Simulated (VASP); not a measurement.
Write the native input for VASP 6.6.1 that does the following.

* Task: relaxation of cell and atoms
* Functional: optB88-vdW
* Potentials or basis: VASP PAW PBE potentials, release 64 (Sn_d, Mn_pv)
* Cutoff: 600 eV
* k mesh: 5 × 5 × 5
* Occupations: fermi-dirac, width 0.05 eV
* Spin: collinear spin, ferromagnetic start
* Starting moments: [0.0, 0.0, 0.0, 0.0, 4.0, 4.0] μB
* Further INCAR settings: ALGO = Normal; EDIFF = 1e-06; IBRION = 2; EDIFFG = -0.02; NSW = 40; ISIF = 3

The structure of MnSn2 lies in POSCAR:

```
MnSn2
1.0
   -3.3295000000      3.3295000000      2.7235000000
    3.3295000000     -3.3295000000      2.7235000000
    3.3295000000      3.3295000000     -2.7235000000
Sn Mn
4 2
Direct
    0.8377000000      0.6623000000      0.5000000000
    0.3377000000      0.8377000000      0.1754000000
    0.1623000000      0.3377000000      0.5000000000
    0.6623000000      0.1623000000      0.8246000000
    0.7500000000      0.7500000000      0.0000000000
    0.2500000000      0.2500000000      0.0000000000
```

One way to write it, as run:

INCAR

```
AGGAC = 0.0
ALGO = Normal
EDIFF = 1E-6
EDIFFG = -0.02
ENCUT = 600
GGA = BO
IBRION = 2
ISIF = 3
ISMEAR = -1
ISPIN = 2
LASPH = True
LCHARG = False
LMAXMIX = 4
LORBIT = 11
LREAL = False
LUSE_VDW = True
LWAVE = False
MAGMOM = 0 0 0 0 4 4
NELM = 120
NSW = 40
PARAM1 = 0.1833333333
PARAM2 = 0.22
PREC = Accurate
SIGMA = 0.05
```

KPOINTS

```
k-points
0
Gamma
  5 5 5
```

Potentials or basis: VASP PAW PBE potentials, release 64 (Sn_d, Mn_pv).

Launch:

```sh
$ cat potpaw_PBE.64/Sn_d/POTCAR potpaw_PBE.64/Mn_pv/POTCAR > POTCAR
$ mpirun -np 1 vasp_std > vasp.out
```

Results of the run:

- Relaxed volume: 19.79 Å³/atom
- Relaxed cell: a = 5.409 Å, b = 5.409 Å, c = 5.409 Å, α = 104.52°, β = 104.52°, γ = 119.91°
- Space group after relaxing (to 0.05 Å): I4/mcm (No. 140)
- Energy gained by relaxing: 2.6 meV/atom
- Ionic steps: 5
- Pressure after relaxing: 0.0 GPa
- Largest force after relaxing: 0.004 eV/Å
- Band gap on the k mesh: none (metal or under the smearing width)
- Net moment: 4.24 μB per cell
- Site moments: Sn -0.10; Mn +2.34 μB
- Valence electrons inside the program's atomic spheres: Sn 12.32; Mn 11.70

Caveat: the PAW data sets were made with another functional, which shifts forces and pressure a little.

It took 37 min on 1 thread of Intel(R) Xeon(R) Platinum 8375C CPU @ 2.90GHz (Ice Lake), on a shared host, peak memory 1.1 GiB.
